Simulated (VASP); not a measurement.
# Lu (P6_3/mmc) in VASP: further runs

Runs on Lu. Level: PBEsol. Tasks: single point.

Program: VASP 6.6.1. These are calculated values, not measurements. Logs are shortened: lines on timing, memory, paths and dates and some standing lists are left out, and cuts for length are marked.

**1. Starting point**

Symmetry: P6_3/mmc, No. 194, hexagonal system. Conventional cell: a = 3.450 Å, b = 3.450 Å, c = 5.356 Å, α = 90.00°, β = 90.00°, γ = 120.00°. Lu (site symmetry -6m2) has 12 Lu at 3.34 to 3.45 Å as nearest neighbours.

**2. Single point, PBEsol**

File INCAR:

```
SYSTEM = Lu
PREC = Accurate
ENCUT = 700
EDIFF = 1E-6
ISMEAR = 0
SIGMA = 0.1
LREAL = .False.
LASPH = .True.
NELM = 60
ALGO = Normal
ISIF = 2
LWAVE = .False.
LCHARG = .False.
GGA = PS
```

File KPOINTS:

```
regular mesh
0
Gamma
  15 15 8
  0 0 0
```

File POSCAR:

```
Lu
1.0
    3.4495800000      0.0000000000      0.0000000000
   -1.7247900000      2.9874300000      0.0000000000
    0.0000000000      0.0000000000      5.3562400000
Lu
2
Direct
    0.3333300000      0.6666700000      0.2500000000
    0.6666700000      0.3333300000      0.7500000000
```

Potentials or basis: VASP PAW PBE potentials, release 64 (Lu).

The run is started by

```
> cat potpaw_PBE.64/Lu/POTCAR > POTCAR
> mpirun -np 1 vasp_std > vasp.out
```

OUTCAR:

```text
SYSTEM = Lu
   PREC = Accurate
   ENCUT = 700
   EDIFF = 1E-6
   ISMEAR = 0
   LREAL = .False.
   LASPH = .True.
   NELM = 60
   ISIF = 2
   GGA = PS

 ion  position               nearest neighbor table
   1  0.333  0.667  0.250-   2 3.34   2 3.34   2 3.34   2 3.34   2 3.34   2 3.34
   2  0.667  0.333  0.750-   1 3.34   1 3.34   1 3.34   1 3.34   1 3.34   1 3.34

  LATTYP: Found a hexagonal cell.
 ALAT       =     3.4495800000
 C/A-ratio  =     1.5527223604

  Lattice vectors:

 A1 = (   3.4495800000,   0.0000000000,   0.0000000000)
 A2 = (  -1.7247900000,   2.9874300000,   0.0000000000)
 A3 = (   0.0000000000,   0.0000000000,   5.3562400000)

Analysis of symmetry for initial positions (statically):
=====================================================================
 Subroutine PRICEL returns:
 Original cell was already a primitive cell.

 Routine SETGRP: Setting up the symmetry group for a
 hexagonal supercell.

 Subroutine GETGRP returns: Found  8 space group operations
 (whereof  4 operations were pure point group operations)
 out of a pool of 24 trial point group operations.

The static configuration has the point symmetry C_2h.
 The point group associated with its full space group is D_2h.

Analysis of symmetry for dynamics (positions and initial velocities):
=====================================================================
 Subroutine PRICEL returns:
 Original cell was already a primitive cell.

 Routine SETGRP: Setting up the symmetry group for a
 hexagonal supercell.

 Subroutine GETGRP returns: Found  8 space group operations
 (whereof  4 operations were pure point group operations)
 out of a pool of 24 trial point group operations.

The dynamic configuration has the point symmetry C_2h.
 The point group associated with its full space group is D_2h.

 Subroutine INISYM returns: Found  8 space group operations
 (whereof  4 operations are pure point group operations),
 and found     1 'primitive' translations

----------------------------------------------------------------------------------------

                                     Primitive cell

  volume of cell :      55.1981

  direct lattice vectors                    reciprocal lattice vectors
     3.449580000  0.000000000  0.000000000     0.289890363  0.167367938  0.000000000
    -1.724790000  2.987430000  0.000000000     0.000000000  0.334735877  0.000000000
     0.000000000  0.000000000  5.356240000     0.000000000  0.000000000  0.186698132

  length of vectors
     3.449580000  3.449585272  5.356240000     0.334736388  0.334735877  0.186698132

  position of ions in fractional coordinates (direct lattice)
     0.333330000  0.666670000  0.250000000
     0.666670000  0.333330000  0.750000000

  ion indices of the primitive-cell ions
   primitive index   ion index
                 1           1
                 2           2

----------------------------------------------------------------------------------------

 KPOINTS: regular mesh

Automatic generation of k-mesh.
 Grid dimensions read from file:
 generate k-points for:   15   15    8

 Generating k-lattice:

  Cartesian coordinates                     Fractional coordinates (reciprocal lattice)
     0.019326024  0.011157863  0.000000000     0.066666667  0.000000000  0.000000000
     0.000000000  0.022315725  0.000000000     0.000000000  0.066666667  0.000000000
     0.000000000  0.000000000  0.023337266     0.000000000  0.000000000  0.125000000

  Length of vectors
     0.022315759  0.022315725  0.023337266

  Shift w.r.t. Gamma in fractional coordinates (k-lattice)
     0.000000000  0.000000000  0.000000000

 Subroutine IBZKPT returns following result:
 ===========================================

 Found    320 irreducible k-points:

 Following reciprocal coordinates:
            Coordinates               Weight
  0.000000  0.000000  0.000000      1.000000
  0.066667  0.000000  0.000000      4.000000
 -0.066667  0.066667  0.000000      2.000000
  0.133333  0.000000  0.000000      4.000000
 -0.133333  0.133333  0.000000      2.000000
  0.200000 -0.000000  0.000000      4.000000
[... 16 lines left out ...]
 -0.266667  0.200000  0.000000      4.000000
  0.266667  0.066667  0.000000      4.000000
 [... further k-points ...]
   k-points           NKPTS =    320   k-points in BZ     NKDIM =    320   number of bands    NBANDS=     30
   number of dos      NEDOS =    301   number of ions     NIONS =      2
   total plane-waves  NPLWV =  43200
   dimension x,y,z NGX =    30 NGY =   30 NGZ =   48
   dimension x,y,z NGXF=    60 NGYF=   60 NGZF=   96
   ions per type =               2
   NGX,Y,Z   is equivalent  to a cutoff of  14.46, 14.46, 14.90 a.u.
   NGXF,Y,Z  is equivalent  to a cutoff of  28.92, 28.92, 29.80 a.u.
 SYSTEM =  Lu
   PREC   = accura    normal or accurate (medium, high low for compatibility)
   ISTART =      0    job   : 0-new  1-cont  2-samecut
   ICHARG =      2    charge: 1-file 2-atom 10-const
   ISPIN  =      1    spin polarized calculation?
   LNONCOLLINEAR =      F non collinear calculations
   LSORBIT =      F    spin-orbit coupling
   LASPH  =      T    aspherical Exc in radial PAW
   ENCUT  =  700.0 eV  51.45 Ry    7.17 a.u.   7.44  7.44 11.55*2*pi/ulx,y,z
   NELM   =     60;   NELMIN=  2; NELMDL= -5     # of ELM steps
   EDIFF  = 0.1E-05   stopping-criterion for ELM
   LREAL  =      F    real-space projection
   EDIFFG = 0.1E-04   stopping-criterion for IOM
   NSW    =      0    number of steps for IOM
   IBRION =     -1    ionic relax: 0-MD 1-quasi-New 2-CG
   NFREE  =      0    steps in history (QN), initial steepest desc. (CG)
   ISIF   =      2    stress and relaxation
   ISYM   =      2    0-nonsym 1-usesym 2-fastsym
   POTIM  = 0.5000    time-step for ionic-motion
   TEBEG  =    0.0;   TEEND  =   0.0 temperature during run
   PSTRESS=    0.0 pullay stress
   NELECT =      50.0000    total number of electrons
   NUPDOWN=      -1.0000    fix difference up-down
   EMIN   =  10.00;   EMAX   =-10.00  energy-range for DOS
   EFERMI =   0.00;   METHOD = LEGACY
   ISMEAR =     0;   SIGMA  =   0.10  broadening in eV -4-tet -1-fermi 0-gaus
   EFERMI_NEDOS =   21; number of points for ismear=-14 and -15
   IALGO  =     38    algorithm
   IMIX   =      4    mixing-type and parameters
     AMIX     =   0.40;   BMIX     =  1.00
     AMIX_MAG =   1.60;   BMIX_MAG =  1.00
  volume/ion in A,a.u.               =      27.60       186.25
  Fermi-wavevector in a.u.,A,eV,Ry     =   1.584006  2.993337 34.138040  2.509075
  Thomas-Fermi vector in A             =   2.683690
   LORBIT       =      0    0 simple, 1 ext, 2 COOP (PROOUT), +10 PAW based schemes
   GGA     = PS    functional components
   LHFCALC =     F    Hartree Fock is set to
   AEXX    =    0.0000 exact exchange contribution
   IVDW    =     0    specifies the selected vdW correction
   LEPSILON=     F    determine dielectric tensor
   LRPA    =     F    only Hartree local field effects (RPA)
 non-spin polarized calculation
 Gauss-broadening in eV      SIGMA  =   0.10
  energy-cutoff  :      700.00
  volume of cell :       55.20
 maximum number of plane-waves:      2376
 NGX is ok and might be reduce to    30
   NGX = 15   NGY = 15   NGZ = 23

 number of electron      50.0000009 magnetization

 Free energy of the ion-electron system (eV)
  ---------------------------------------------------
  ext. energy  EPLUGINS =         0.00000000
  ---------------------------------------------------
  free energy    TOTEN  =        -9.91081477 eV

  energy without entropy =       -9.89505827  energy(sigma->0) =       -9.90293652

 E-fermi :   2.2747     XC(G=0): -11.0374

 val. band max:        2.2655451817   @ k =  -0.2000   0.4000   0.2500
 cond. band min:       2.2839367368   @ k =  -0.4000   0.3333   0.1250
 fundamental gap:      0.0183915551
 Fermi energy:         2.2747257171

 k-point     1 :       0.0000    0.0000    0.0000
  band No.  band energies     occupation
      1     -53.7751      2.00000
      2     -53.7278      2.00000
      3     -24.7892      2.00000
      4     -24.2723      2.00000
      5     -24.2722      2.00000
      6     -24.1681      2.00000
[... 22 lines left out ...]
     29       5.2846      0.00000
     30       5.2847      0.00000

 k-point     2 :       0.0667    0.0000    0.0000
  band No.  band energies     occupation
      1     -53.7737      2.00000
      2     -53.7274      2.00000
      3     -24.7806      2.00000
      4     -24.2891      2.00000
      5     -24.2782      2.00000
      6     -24.1860      2.00000
[... 22 lines left out ...]
     29       5.2391      0.00000
     30       5.3884      0.00000

 k-point     3 :      -0.0667    0.0667    0.0000
  band No.  band energies     occupation
      1     -53.7737      2.00000
      2     -53.7274      2.00000
      3     -24.7806      2.00000
      4     -24.2890      2.00000
      5     -24.2782      2.00000
      6     -24.1860      2.00000
[... 22 lines left out ...]
     29       5.2390      0.00000
     30       5.3888      0.00000

 k-point     4 :       0.1333    0.0000    0.0000
  band No.  band energies     occupation
      1     -53.7699      2.00000
      2     -53.7263      2.00000
      3     -24.7555      2.00000
      4     -24.3367      2.00000
      5     -24.2946      2.00000
      6     -24.2361      2.00000
[... 22 lines left out ...]
     29       5.2648      0.00000
     30       5.3872      0.00000

 k-point     5 :      -0.1333    0.1333    0.0000
  band No.  band energies     occupation
      1     -53.7699      2.00000
      2     -53.7263      2.00000
      3     -24.7555      2.00000
      4     -24.3367      2.00000
      5     -24.2946      2.00000
      6     -24.2360      2.00000
[... 22 lines left out ...]
     29       5.2633      0.00000
     30       5.3810      0.00000
[... 526 lines left out ...]
     29       4.9377      0.00000
     30       5.8672      0.00000

 k-point    22 :      -0.0667    0.2667    0.0000
  band No.  band energies     occupation
      1     -53.7600      2.00000
      2     -53.7240      2.00000
      3     -24.6867      2.00000
      4     -24.4475      2.00000
      5     -24.3766      2.00000
      6     -24.3151      2.00000
[... 22 lines left out ...]
     29       4.9376      0.00000
     30       5.8673      0.00000

 k-point    23 :      -0.2667    0.2000    0.0000
  band No.  band energies     occupation
      1     -53.7600      2.00000
      2     -53.7240      2.00000
      3     -24.6867      2.00000
      4     -24.4475      2.00000
      5     -24.3766      2.00000
      6     -24.3150      2.00000
[... 22 lines left out ...]
     29       4.9377      0.00000
     30       5.8674      0.00000

 k-point    24 :       0.2667    0.0667    0.0000
  band No.  band energies     occupation
      1     -53.7529      2.00000
      2     -53.7230      2.00000
      3     -24.6335      2.00000
      4     -24.5267      2.00000
      5     -24.4379      2.00000
      6     -24.3537      2.00000
[... 22 lines left out ...]
     29       4.6253      0.00000
     30       6.5928      0.00000

 [... further k-points ...]

------------------------ aborting loop because EDIFF is reached ----------------------------------------

  FORCE on cell =-STRESS in cart. coord.  units (eV):
  Direction    XX          YY          ZZ          XY          YZ          ZX
  --------------------------------------------------------------------------------------
  -------------------------------------------------------------------------------------
  Total       -0.0260451     -0.0268584     -0.0293129     -0.0007043      0.0000000      0.0000000
  in kB       -0.7559827     -0.7795916     -0.8508364     -0.0204432      0.0000000      0.0000000
  external PRESSURE =      -0.7954702 kB  Pullay stress =       0.0000000 kB

 VOLUME and BASIS-vectors are now :
 -----------------------------------------------------------------------------
  energy-cutoff  :      700.00
  volume of cell :       55.20
      direct lattice vectors                 reciprocal lattice vectors
     3.449580000  0.000000000  0.000000000     0.289890363  0.167367938  0.000000000
    -1.724790000  2.987430000  0.000000000     0.000000000  0.334735877  0.000000000
     0.000000000  0.000000000  5.356240000     0.000000000  0.000000000  0.186698132

 POSITION                                       TOTAL-FORCE (eV/Angst)
 -----------------------------------------------------------------------------------
     -0.00002      1.99163      1.33906         0.000059     -0.000034     -0.000000
      1.72481      0.99580      4.01718        -0.000059      0.000034      0.000000
 -----------------------------------------------------------------------------------
    total drift:                                0.000000      0.000000      0.000000

  FREE ENERGIE OF THE ION-ELECTRON SYSTEM (eV)
  ---------------------------------------------------
  free  energy   TOTEN  =        -9.9108147743 eV

  energy  without entropy=       -9.8950582730  energy(sigma->0) =       -9.90293652
```

Wall time 5.8 min (1 thread of Intel Xeon 6975P-C (Granite Rapids), shared host); peak memory 0.74 GiB.

What came out:

```yaml
Free_energy: -9.9108 eV
Pressure: -0.1 GPa
Band_gap_on_the_k_mesh: none (metal or under the smearing width)
```

Levels at points of the mesh, in eV from the Fermi level:
| k point | band 21 | band 22 | band 23 | band 24 | band 25 | band 26 | band 27 | band 28 | band 29 | band 30 |
| --- | --- | --- | --- | --- | --- | --- | --- | --- | --- | --- |
| (0.00, 0.00, 0.00) | -4.75 | -4.72 | -4.72 | -2.47 | 0.92 | 2.21 | 2.21 | 2.73 | 3.01 | 3.01 |
| (0.00, 0.00, 0.50) | -4.72 | -4.72 | -4.38 | -4.38 | 1.27 | 1.27 | 2.10 | 2.10 | 2.10 | 2.10 |

Caveat: the PAW data sets were made with another functional, which shifts forces and pressure a little.

**3. Single point, PBEsol**

INCAR: that of step 2 with these lines changed.

```diff
@@ -2,3 +2,3 @@
 PREC = Accurate
-ENCUT = 700
+ENCUT = 520
 EDIFF = 1E-6
```

File KPOINTS:

```
regular mesh
0
Gamma
  21 21 12
  0 0 0
```

POSCAR is that of step 2.

Potentials or basis: VASP PAW PBE potentials, release 64 (Lu).

The run is started by

```
> cat potpaw_PBE.64/Lu/POTCAR > POTCAR
> mpirun -np 1 vasp_std > vasp.out
```

Wall time 9.5 min (1 thread of Intel Xeon 6975P-C (Granite Rapids), shared host); peak memory 1.1 GiB.

It converged, with:

```
Free energy            : -9.9103 eV
Pressure               : -0.1 GPa
Band gap on the k mesh : none (metal or under the smearing width)
```

Levels at points of the mesh, in eV from the Fermi level:
```csv
k point,band 21,band 22,band 23,band 24,band 25,band 26,band 27,band 28,band 29,band 30
"(0.00, 0.00, 0.00)",-4.76,-4.73,-4.73,-2.48,0.91,2.20,2.20,2.72,3.00,3.00
"(0.00, 0.00, 0.50)",-4.73,-4.73,-4.39,-4.39,1.26,1.26,2.09,2.09,2.09,2.09
```

Caveat: the PAW data sets were made with another functional, which shifts forces and pressure a little.

(Continued in part 2 of 2.)
